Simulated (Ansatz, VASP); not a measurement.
## One calculation of BeTe, two programs

```xyz
2
Lattice="1.8105 -4.8606 0.0000 1.8105 4.8606 0.0000 0.0000 0.0000 3.6161" Properties=species:S:1:pos:R:3 pbc="T T T"
Be    1.8105    0.0000    1.8081
Te    0.0000    0.0000    0.0000
```

Change from the starting cell: volume scaled by 1.04.

Alike in both runs: task single point; functional PBE; k mesh 8 × 8 × 8; occupations fermi-dirac, width 0.05 eV; no spin polarisation.

|  | VASP | Ansatz |
| --- | --- | --- |
| version | VASP 6.6.1 | Ansatz 0.2.0 |
| potentials or method | VASP PAW PBE potentials, release 64 (Be, Te) | Ansatz PAW |
| plane-wave cutoff (eV) | 520 | 420 |
| valence electrons in the cell | 8 | 18 |

Ansatz gave:

```
gap on the k mesh at the Fermi level (eV)       : none
pressure (GPa)                                  : -1.4
largest component of the traceless stress (GPa) : 1.38
```

Q: Which values does VASP return?

A: gap on the k mesh at the Fermi level (eV): none; pressure (GPa): -1.3; largest component of the traceless stress (GPa): 1.32.

A gap of «none» marks a metal or a gap that the smearing closes. The two sets of potentials don't hold the same shells in valence.

Spin-orbit coupling is left out, which matters for the levels of Te.
